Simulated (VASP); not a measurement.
LiH, 2 atoms in the cell. Symmetry: I4/mmm, No. 139, tetragonal system. Conventional cell: a = 3.002 Å, b = 3.002 Å, c = 3.930 Å, α = 90.00°, β = 90.00°, γ = 90.00°. Around Li (site symmetry 4/mmm) lie 6 H at 1.97 to 2.12 Å. H (site symmetry 4/mmm) is surrounded by 6 Li at 1.97 to 2.12 Å. The cell was built by a generator and needn't be a form met in nature. The cell isn't the ideal one: epitaxial_xy strain +6.0%.

```yaml
Program: VASP 6.6.1
Task: single point
Functional: PBE
Potentials_or_basis: VASP PAW PBE potentials, release 64 (Li_sv, H)
Cutoff: 520 eV
k_mesh: 10 × 10 × 10
Occupations: fermi-dirac, width 0.02 eV
Spin: no spin polarisation
Dipole_correction: no
Further_INCAR_settings: ALGO = Normal; EDIFF = 1e-06; NBANDS = 9
```

Potentials or basis: VASP PAW PBE potentials, release 64 (Li_sv, H).

The run is started by

```console
$ cat potpaw_PBE.64/Li_sv/POTCAR potpaw_PBE.64/H/POTCAR > POTCAR
$ mpirun -np 1 vasp_std > vasp.out
```

Hardware: 1 thread of Intel(R) Xeon(R) 6975P-C (Granite Rapids), with other jobs on the host.

Q: Estimate the wall time of this run.

A: It took 5.6 s on 1 thread of Intel(R) Xeon(R) 6975P-C (Granite Rapids) (shared host), peak memory 0.14 GiB. Counts: scf iterations 12, k points 102.
